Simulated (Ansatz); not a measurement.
## PbS with a Pb vacancy: field gradients at two levels of theory

Cell: a supercell of PbS (rock salt type, Fm-3m) built from a structure deposited in the COD, with the ions relaxed around the defect (PBE).

Space group Fm-3m (No. 225); a = 17.7945 Å.

| site | Wyckoff | site symmetry | x | y | z |
| --- | --- | --- | --- | --- | --- |
| Pb1 | 48h | m.m2 | 0.1636 | 0.1636 | 0.0000 |
| Pb4 | 32f | .3m | 0.3341 | 0.1659 | 0.1659 |
| Pb14 | 24e | 4m.m | 0.5000 | 0.5000 | 0.3331 |
| S27 | 32f | .3m | 0.1672 | 0.1672 | 0.1672 |
| S29 | 24e | 4m.m | 0.5000 | 0.5000 | 0.1705 |
| S31 | 48i | m.m2 | 0.5000 | 0.3323 | 0.3323 |
| S40 | 4b | m-3m | 0.5000 | 0.5000 | 0.5000 |

One atom of each set is listed; the run and its k-mesh use a cell of 53 atoms with edges of 12.58, 12.58, 12.58 Å.

First run. Method: Kohn–Sham DFT in Ansatz, PBE, plane waves and PAW, scalar-relativistic, 420 eV cutoff, Γ-centred 2×2×2 k-points, Fermi–Dirac smearing 0.01 eV, cell charge -2.

```tsv
site	V_zz (10²¹ V/m²)	η
Pb1	-3.27	0.94
Pb4	0.12	0.00
Pb14	-10.06	0.00
S27	0.49	0.00
S29	-4.48	0.00
S31	0.87	0.61
```

Second run. The same atoms and settings, except that the functional is r2SCAN and the cutoff is 500 eV.

**Question.** What does the second run give?

**Answer.** 

```csv
site,V_zz,η,change of V_zz
Pb1,-3.35,0.96,-0.08
Pb4,0.10,0.00,-0.02
Pb14,-10.10,0.00,-0.04
S27,0.46,0.00,-0.03
S29,-4.19,0.00,+0.29
S31,0.88,0.60,+0.01
```

The largest change of V_zz is on S29, from -4.48 to -4.19. In per cent, |V_zz| changes by 0 to +2 on Pb, -6 to +1 on S (all sites that start above 0.5). Sites without a gradient aren't listed.

The defect repeats with the cell of 53 atoms, so it feels its images: sites between two images don't show the values beside a lone defect, and zeros or small values of η there can come from the images' arrangement. A uniform background compensates the cell's charge. Spin–orbit coupling is left out, which shifts gradients on Pb by a few per cent in wide-gap crystals, and can shift them far more where the calculated gap is small or absent, as here.
For the first run: With a gap of 0.5 eV on this mesh, small gradients can still move by 0.1 × 10²¹ V/m² or more as the k-mesh gets denser.
For the second run: With a gap of 0.7 eV on this mesh, small gradients can still move by 0.1 × 10²¹ V/m² or more as the k-mesh gets denser.
